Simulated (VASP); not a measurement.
# Settings for SrO: equation of state

SrO, Fm-3m (no. 225), 2 atoms in the cell. RevPBE; PAW potentials Sr_sv, O (PBE set). VASP 6.6.1.

Wanted: equilibrium volume within 0.2 %; bulk modulus within 1 %.

What the run is for: equation of state; Accuracy asked: standard.

The series start from Plane-wave cutoff (eV): 520; k-point mesh: 8 × 8 × 8; Volumes: 5 from 0.92 to 1.08; Precision mode (PREC): Accurate; Electronic threshold (eV): 1e-6; Aspherical gradient terms in the spheres (LASPH): yes; Start of each volume: each volume from scratch. Each series keeps the choices made before it, and each single choice may use up half of a tolerance. Times cover all steps of a run.

## Plane-wave cutoff (eV)

| Plane-wave cutoff (eV) | Equilibrium volume (Å³/atom) | Bulk modulus (GPa) | Time (s) |
|---|---|---|---|
| 320 | 18.12 | 80.17 | 39 |
| 400 | 18.16 | 70.15 | 42 |
| 460 | 18.11 | 78.64 | 75 |
| 520 | 18.12 | 77.47 | 74 |
| 600 | 18.12 | 77.41 | 101 |
| 700 | 18.12 | 77.44 | 95 |
| 840 (reference) | 18.12 | 77.51 | 151 |

Chosen: 520, the loosest value from which every tighter one stays within half of the tolerance.

## k-point mesh

| k-point mesh | Equilibrium volume (Å³/atom) | Bulk modulus (GPa) | Time (s) |
|---|---|---|---|
| 3 × 3 × 3 | 18.14 | 78.11 | 29 |
| 4 × 4 × 4 | 18.13 | 77.32 | 41 |
| 5 × 5 × 5 | 18.12 | 77.56 | 43 |
| 6 × 6 × 6 | 18.12 | 77.31 | 50 |
| 8 × 8 × 8 | 18.12 | 77.47 | 74 |
| 9 × 9 × 9 | 18.12 | 77.52 | 96 |
| 12 × 12 × 12 (reference) | 18.12 | 77.38 | 170 |

Chosen: 4 × 4 × 4.

## Volumes

| Volumes | Equilibrium volume (Å³/atom) | Bulk modulus (GPa) | Time (s) |
|---|---|---|---|
| 5 from 0.88 to 1.12 | 18.12 | 77.34 | 37 |
| 5 from 0.92 to 1.08 | 18.13 | 77.32 | 41 |
| 7 from 0.91 to 1.09 (reference) | 18.12 | 77.42 | 51 |

Chosen: 5 from 0.88 to 1.12.

## Precision mode (PREC)

| Precision mode (PREC) | Equilibrium volume (Å³/atom) | Bulk modulus (GPa) | Time (s) |
|---|---|---|---|
| SingleN | 18.12 | 76.6 | 19 |
| Normal | 18.12 | 77.38 | 23 |
| Accurate (reference) | 18.12 | 77.34 | 37 |

Chosen: Normal.

## Electronic threshold (eV)

| Electronic threshold (eV) | Equilibrium volume (Å³/atom) | Bulk modulus (GPa) | Time (s) |
|---|---|---|---|
| 0.001 | 18.12 | 77.57 | 20 |
| 0.0001 | 18.12 | 77.38 | 21 |
| 1e-5 | 18.12 | 77.39 | 20 |
| 1e-6 | 18.12 | 77.38 | 23 |
| 1e-7 (reference) | 18.12 | 77.38 | 29 |

Chosen: 0.001.

## Aspherical gradient terms in the spheres (LASPH)

| Aspherical gradient terms in the spheres (LASPH) | Equilibrium volume (Å³/atom) | Bulk modulus (GPa) | Time (s) |
|---|---|---|---|
| no | 18.12 | 77.57 | 14 |
| yes (reference) | 18.12 | 77.57 | 20 |

Chosen: no.

## Start of each volume

| Start of each volume | Equilibrium volume (Å³/atom) | Bulk modulus (GPa) | Time (s) |
|---|---|---|---|
| each volume from scratch | 18.12 | 77.57 | 14 |
| orbitals of the volume before (WAVECAR) | 18.12 | 77.32 | 13 |

Chosen: each volume from scratch; no other choice that stays within half of the tolerance saves 30 % of the time.

## All choices together

| Input | Equilibrium volume (Å³/atom) | Bulk modulus (GPa) | Time (s) |
|---|---|---|---|
| the program's defaults (naive) | 18.2 | 64.35 | 12 |
| chosen settings | 18.12 | 77.57 | 14 |
| reference settings throughout | 18.12 | 77.47 | 537 |

The tolerance is met.

## The input

INCAR:
```
SYSTEM = SrO
GGA = RE ; ISMEAR = 0
SIGMA = 0.03 ; LWAVE = .False.
LCHARG = .False. ; ISIF = 2
NSW = 0 ; PREC = Normal
LASPH = .False. ; LREAL = .False.
ALGO = Normal ; EDIFF = 0.001
NELM = 120 ; GGA_COMPAT = .False.
ENCUT = 520 ; EFERMI = MIDGAP
```

KPOINTS:
```
Automatic mesh
0
Gamma
  4 4 4
  0 0 0
```

POSCAR.step1:
```
SrO
1.0
    0.0000000000      2.4592441558      2.4592441558
    2.4592441558      0.0000000000      2.4592441558
    2.4592441558      2.4592441558      0.0000000000
Sr O
1 1
Direct
    0.5000000000      0.5000000000      0.5000000000
    0.0000000000      0.0000000000      0.0000000000
```

POSCAR.step2:
```
SrO
1.0
    0.0000000000      2.5139118308      2.5139118308
    2.5139118308      0.0000000000      2.5139118308
    2.5139118308      2.5139118308      0.0000000000
Sr O
1 1
Direct
    0.5000000000      0.5000000000      0.5000000000
    0.0000000000      0.0000000000      0.0000000000
```

POSCAR.step3:
```
SrO
1.0
    0.0000000000      2.5663000000      2.5663000000
    2.5663000000      0.0000000000      2.5663000000
    2.5663000000      2.5663000000      0.0000000000
Sr O
1 1
Direct
    0.5000000000      0.5000000000      0.5000000000
    0.0000000000      0.0000000000      0.0000000000
```

POSCAR.step4:
```
SrO
1.0
    0.0000000000      2.6166323862      2.6166323862
    2.6166323862      0.0000000000      2.6166323862
    2.6166323862      2.6166323862      0.0000000000
Sr O
1 1
Direct
    0.5000000000      0.5000000000      0.5000000000
    0.0000000000      0.0000000000      0.0000000000
```

POSCAR.step5:
```
SrO
1.0
    0.0000000000      2.6650995227      2.6650995227
    2.6650995227      0.0000000000      2.6650995227
    2.6650995227      2.6650995227      0.0000000000
Sr O
1 1
Direct
    0.5000000000      0.5000000000      0.5000000000
    0.0000000000      0.0000000000      0.0000000000
```

Commands (each step's output is kept before the next begins):
```
cat potpaw_PBE.64/Sr_sv/POTCAR potpaw_PBE.64/O/POTCAR > POTCAR
cp POSCAR.step1 POSCAR
mpirun -np 1 vasp_std > vasp.out
cp POSCAR.step2 POSCAR
mpirun -np 1 vasp_std > vasp.out
cp POSCAR.step3 POSCAR
mpirun -np 1 vasp_std > vasp.out
cp POSCAR.step4 POSCAR
mpirun -np 1 vasp_std > vasp.out
cp POSCAR.step5 POSCAR
mpirun -np 1 vasp_std > vasp.out
```

The chosen input took VASP 6.6.1 14 s on 1 core (Intel Xeon Platinum 8259CL @ 2.50GHz (Skylake/Cascade Lake)), a shared host.

## An input that fails: cutoff far too low

It runs to its end, but against the unchanged starting input it is off by 1.2 % in the equilibrium volume, 64 % in the bulk modulus.

Changes against the starting input:
```
(all steps)
- PREC = Accurate
- NELM = 120
- ENCUT = 520
+ PREC = Low
+ NELM = 55
+ ENCUT = 240
```
